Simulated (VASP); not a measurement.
Input and output of a VASP r²SCAN single-point calculation on SiC (ordered alloy on diamond lattice)

INCAR

```
IBRION = -1
ISIF = 2
NBANDS = 16
LWAVE = .FALSE.
LCHARG = .TRUE.
LREAL = .FALSE.
ALGO = Normal
METAGGA = R2SCAN
LASPH = .TRUE.
ISMEAR = 0
PREC = Accurate
SIGMA = 0.01
ENCUT = 520
NELM = 120
LELF = .TRUE.
EDIFF = 1E-7
NSW = 0
```

KPOINTS

```
KPOINTS created by Atomic Simulation Environment
0
Gamma
10 10 10
0 0 0
```

KPOINTS_OPT

```
special points
9
Reciprocal
0.0000000000 0.0000000000 0.0000000000 1
0.5000000000 0.0000000000 0.0000000000 1
0.5000000000 0.1853175919 -0.1853175919 1
0.8146824081 0.5000000000 0.1853175919 1
0.5000000000 0.5000000000 0.5000000000 1
0.3426587960 0.0000000000 -0.3426587960 1
0.6573412040 0.3426587960 0.0000000000 1
0.5000000000 0.5000000000 0.0000000000 1
0.6573412040 0.6573412040 0.1853175919 1
```

POSCAR

```
C  Si
 1.0000000000000000
     1.5415877826110078    0.8900361212533012    5.3212273213654262
    -1.5415877826110078    0.8900361212533012    5.3212273213654262
    -0.0000000000000000   -1.7800722425564093    5.3212273213570960
 C   Si
   2   2
Cartesian
  0.0000000000000001 -0.0000000000223728  7.1707433633570190
 -0.0000000000000001 -0.0000000000274342  8.7929386007309294
 -0.0000000000000001 -0.0000000000460952 14.7739735521944997
  0.0000000000000000 -0.0000000000037119  1.1897084118934480
```

VASP ran with the recommended PBE PAW datasets (16 valence electrons in the cell).

Command

```
mpirun -np 1 vasp_std
```

OSZICAR

```
N       E                     dE             d eps       ncg     rms          rms(c)
DAV:   1     0.146347809461E+02    0.14635E+02   -0.71953E+03  3712   0.914E+02
DAV:   2    -0.398556160439E+02   -0.54490E+02   -0.49117E+02  5256   0.157E+02
DAV:   3    -0.423382094038E+02   -0.24826E+01   -0.24701E+01  4848   0.308E+01
DAV:   4    -0.423574289697E+02   -0.19220E-01   -0.19216E-01  4752   0.330E+00
DAV:   5    -0.423576351974E+02   -0.20623E-03   -0.20622E-03  4936   0.320E-01    0.114E+01
DAV:   6    -0.370381533487E+02    0.53195E+01   -0.37540E+00  4464   0.138E+01    0.670E+00
DAV:   7    -0.371207154232E+02   -0.82562E-01   -0.10553E+00  5008   0.625E+00    0.343E+00
DAV:   8    -0.371271004384E+02   -0.63850E-02   -0.45418E-02  4512   0.185E+00    0.566E-01
DAV:   9    -0.371275818965E+02   -0.48146E-03   -0.11175E-02  5160   0.766E-01    0.144E-01
DAV:  10    -0.371276652528E+02   -0.83356E-04   -0.64175E-04  4216   0.197E-01    0.626E-02
DAV:  11    -0.371277126654E+02   -0.47413E-04   -0.10401E-04  5120   0.772E-02    0.192E-02
DAV:  12    -0.371277121711E+02    0.49429E-06   -0.23210E-05  4992   0.313E-02    0.642E-03
DAV:  13    -0.371277118188E+02    0.35228E-06   -0.22973E-06  4696   0.117E-02    0.145E-03
DAV:  14    -0.371277119557E+02   -0.13687E-06   -0.15213E-07  4384   0.293E-03    0.673E-04
DAV:  15    -0.371277120828E+02   -0.12712E-06   -0.12773E-08  2600   0.830E-04    0.150E-04
DAV:  16    -0.371277120771E+02    0.57121E-08   -0.15602E-09  2264   0.291E-04
   1 F= -.37127712E+02 E0= -.37127712E+02  d E =-.334370E-15
       N       E                     dE             ncg
DAV:   1     0.332877013714E+04   -0.43674E+04      288
DAV:   2     0.286019985270E+04   -0.46857E+03      400
DAV:   3     0.284265505215E+04   -0.17545E+02      392
DAV:   4     0.284253160140E+04   -0.12345E+00      344
DAV:   5     0.284253014988E+04   -0.14515E-02      416
DAV:   6     0.284253012508E+04   -0.24798E-04      336
DAV:   7     0.284253012455E+04   -0.52843E-06      400
DAV:   8     0.284253012454E+04   -0.14136E-07      304
```

From OUTCAR

```
k-points           NKPTS =    116   k-points in BZ     NKDIM =    116   number of bands    NBANDS=     16

   NELECT =      16.0000    total number of electrons

   dimension x,y,z NGX =    42 NGY =   42 NGZ =   42
   dimension x,y,z NGXF=    84 NGYF=   84 NGZF=   84

  energy-cutoff  :      520.00
  volume of cell :       43.81
      direct lattice vectors                 reciprocal lattice vectors
     1.541587783  0.890036121  5.321227321     0.324340920  0.187258318  0.062642190
    -1.541587783  0.890036121  5.321227321    -0.324340920  0.187258318  0.062642190
     0.000000000 -1.780072243  5.321227321     0.000000000 -0.374516635  0.062642190

 k-points in reciprocal lattice and weights: KPOINTS created by Atomic Simulation Env
   0.00000000  0.00000000  0.00000000       0.001
   0.10000000  0.00000000 -0.00000000       0.006
   0.20000000  0.00000000 -0.00000000       0.006
   0.30000000  0.00000000 -0.00000000       0.006
   0.40000000  0.00000000  0.00000000       0.006
   0.50000000  0.00000000  0.00000000       0.003
   0.10000000  0.10000000  0.00000000       0.006
   0.20000000  0.10000000  0.00000000       0.012
   ...

 E-fermi :   8.4494

 k-point     1 :       0.0000    0.0000    0.0000
  band No.  band energies     occupation
      1      -8.9479      2.00000
      2      -4.8952      2.00000
      3      -1.4990      2.00000
      4       5.6659      2.00000
      5       5.6659      2.00000
      6       7.4260      2.00000
      7       8.4001      2.00000
      8       8.4001      2.00000
      9      12.4156      0.00000
     10      12.4260      0.00000
     11      14.8593      0.00000
     12      14.8593      0.00000
     13      15.3639      0.00000
     14      15.3639      0.00000
     15      15.3884      0.00000
     16      20.9324      0.00000

 k-point     2 :       0.1000    0.0000   -0.0000
  band No.  band energies     occupation
      1      -8.7784      2.00000
      2      -4.7460      2.00000
      3      -1.3243      2.00000
      4       4.8348      2.00000
      5       5.4617      2.00000
      6       7.2980      2.00000
      7       7.5798      2.00000
      8       8.1191      2.00000
      9      12.5481      0.00000
     10      13.0613      0.00000
     11      14.2206      0.00000
     12      15.1022      0.00000
     13      15.1832      0.00000
     14      15.9277      0.00000
     15      15.9435      0.00000
     16      20.5343      0.00000

 k-point     3 :       0.2000    0.0000   -0.0000
  band No.  band energies     occupation
      1      -8.2830      2.00000
      2      -4.3082      2.00000
      3      -0.8517      2.00000
      4       3.1263      2.00000
      5       4.9910      2.00000
      6       5.7688      2.00000
      7       6.9275      2.00000
      8       7.5059      2.00000
      9      12.2913      0.00000
     10      13.4716      0.00000
     11      13.6263      0.00000
     12      15.7524      0.00000
     13      15.8209      0.00000
     14      16.2938      0.00000
     15      17.3603      0.00000
     16      19.1118      0.00000

 k-point     4 :       0.3000    0.0000   -0.0000
  band No.  band energies     occupation
      1      -7.5132      2.00000
      2      -3.6302      2.00000
      3      -0.4567      2.00000
      4       1.6928      2.00000
      5       3.8243      2.00000
      6       4.4996      2.00000
      7       6.1704      2.00000
      8       6.8992      2.00000
      9      11.4729      0.00000
     10      12.9467      0.00000
     11      14.2789      0.00000
     12      14.8245      0.00000
     13      16.2192      0.00000
     14      17.7899      0.00000
     15      18.5446      0.00000
     16      19.0398      0.00000

 k-point     5 :       0.4000    0.0000    0.0000
  band No.  band energies     occupation
      1      -6.6305      2.00000
      2      -2.9242      2.00000
      3      -1.0920      2.00000
      4       1.8121      2.00000
      5       2.2588      2.00000
      6       4.1532      2.00000
      7       5.0843      2.00000
      8       6.4848      2.00000
      9      10.9753      0.00000
     10      12.6623      0.00000
     11      13.5670      0.00000
     12      15.1445      0.00000
     13      16.3292      0.00000
     14      17.5667      0.00000
     15      19.4351      0.00000
     16      19.7363      0.00000

 k-point     6 :       0.5000    0.0000    0.0000
  band No.  band energies     occupation
      1      -6.1482      2.00000
      2      -2.7499      2.00000
      3      -1.4004      2.00000
      4       1.3074      2.00000
      5       2.6382      2.00000
      6       4.0303      2.00000
      7       4.2937      2.00000
      8       6.3398      2.00000
      9      10.8285      0.00000
     10      12.6796      0.00000
     11      13.0154      0.00000
     12      15.6974      0.00000
     13      16.3412      0.00000
     14      16.9573      0.00000
     15      19.7446      0.00000
     16      19.7546      0.00000

 k-point     7 :       0.1000    0.1000    0.0000
  band No.  band energies     occupation
      1      -8.7695      2.00000
      2      -4.8002      2.00000
      3      -1.2396      2.00000
      4       4.8615      2.00000
      5       5.4352      2.00000
      6       7.1001      2.00000
      7       7.6071      2.00000
      8       8.1887      2.00000
      9      12.6387      0.00000
     10      13.0278      0.00000
     11      14.4586      0.00000
     12      14.9232      0.00000
     13      14.9594      0.00000
     14      15.9477      0.00000
     15      16.1681      0.00000
     16      21.0037      0.00000

 k-point     8 :       0.2000    0.1000    0.0000
  band No.  band energies     occupation
      1      -8.4288      2.00000
      2      -4.5507      2.00000
      3      -0.8415      2.00000
      4       3.7278      2.00000
      5       4.9356      2.00000
      6       6.2659      2.00000
      7       6.9293      2.00000
      8       7.6595      2.00000
      9      12.7055      0.00000
     10      13.8178      0.00000
     11      14.1337      0.00000
     12      14.3543      0.00000
     13      15.5486      0.00000
     14      16.4011      0.00000
     15      17.3460      0.00000
     16      19.3822      0.00000

 k-point     9 :       0.3000    0.1000   -0.0000
  band No.  band energies     occupation
      1      -7.7875      2.00000
      2      -4.0151      2.00000
      3      -0.3099      2.00000
      4       2.2723      2.00000
      5       4.1474      2.00000
      6       4.8567      2.00000
      7       6.0201      2.00000
      8       7.0184      2.00000
      9      12.1360      0.00000
     10      13.7771      0.00000
     11      14.2825      0.00000
     12      15.3650      0.00000
     13      15.7307      0.00000
     14      16.1553      0.00000
     15      18.5621      0.00000
     16      19.0881      0.00000

 k-point    10 :       0.4000    0.1000    0.0000
  band No.  band energies     occupation
      1      -6.9412      2.00000
      2      -3.2817      2.00000
      3      -0.5361      2.00000
      4       1.7903      2.00000
      5       2.9881      2.00000
      6       3.7979      2.00000
      7       5.1523      2.00000
      8       6.3617      2.00000
      9      11.5483      0.00000
     10      13.4040      0.00000
     11      14.1411      0.00000
     12      14.8933      0.00000
     13      16.1386      0.00000
     14      17.5402      0.00000
     15      18.0949      0.00000
     16      20.0014      0.00000

 k-point    11 :       0.5000    0.1000    0.0000
  band No.  band energies     occupation
      1      -6.1941      2.00000
      2      -2.7084      2.00000
      3      -1.2642      2.00000
      4       1.6127      2.00000
      5       2.4829      2.00000
      6       3.5740      2.00000
      7       4.3230      2.00000
      8       5.9169      2.00000
      9      11.3499      0.00000
     10      13.2619      0.00000
     11      13.3438      0.00000
     12      15.4888      0.00000
     13      15.9804      0.00000
     14      17.0194      0.00000
     15      19.4256      0.00000
     16      20.0007      0.00000

 k-point    12 :      -0.4000    0.1000    0.0000
  band No.  band energies     occupation
      1      -6.2189      2.00000
      2      -2.5634      2.00000
      3      -1.3117      2.00000
      4       1.5586      2.00000
      5       2.2422      2.00000
      6       3.4904      2.00000
      7       4.5619      2.00000
      8       6.0130      2.00000
      9      11.4832      0.00000
     10      12.9383      0.00000
     11      13.6947      0.00000
     12      15.3767      0.00000
     13      16.1872      0.00000
     14      16.6591      0.00000
     15      19.2141      0.00000
     16      20.1371      0.00000

 ...

  Total       -0.0395182     -0.0395182     -0.0540629      0.0000000      0.0000000      0.0000000
  in kB       -1.4453355     -1.4453355     -1.9772932      0.0000000      0.0000000      0.0000000
  external PRESSURE =      -1.6226547 kB  Pullay stress =       0.0000000 kB

 POSITION                                       TOTAL-FORCE (eV/Angst)
 -----------------------------------------------------------------------------------
      0.00000     -0.00000      7.17074         0.000000      0.000000     -0.034231
      0.00000     -0.00000      8.79294         0.000000     -0.000000      0.034231
      0.00000     -0.00000     14.77397         0.000000     -0.000000      0.008716
      0.00000     -0.00000      1.18971         0.000000      0.000000     -0.008716
 -----------------------------------------------------------------------------------
    total drift:                               -0.000000     -0.000000      0.000000

  FREE ENERGIE OF THE ION-ELECTRON SYSTEM (eV)
  ---------------------------------------------------
  free  energy   TOTEN  =       -37.1277120771 eV

  energy  without entropy=      -37.1277120771  energy(sigma->0) =      -37.12771208
```

```yaml
gap_between_bands_v_and_c: 0.70 eV
least_direct_gap: 2.12 eV
pressure: -0.2 GPa
largest_force: 0.03 eV/Å
```

Band v is the last that the valence electrons fill when counted band by band, and c is the next.

The run took about 7.5 min on one core of a shared host (Intel Xeon 6975P-C) and held 0.31 GiB at most.
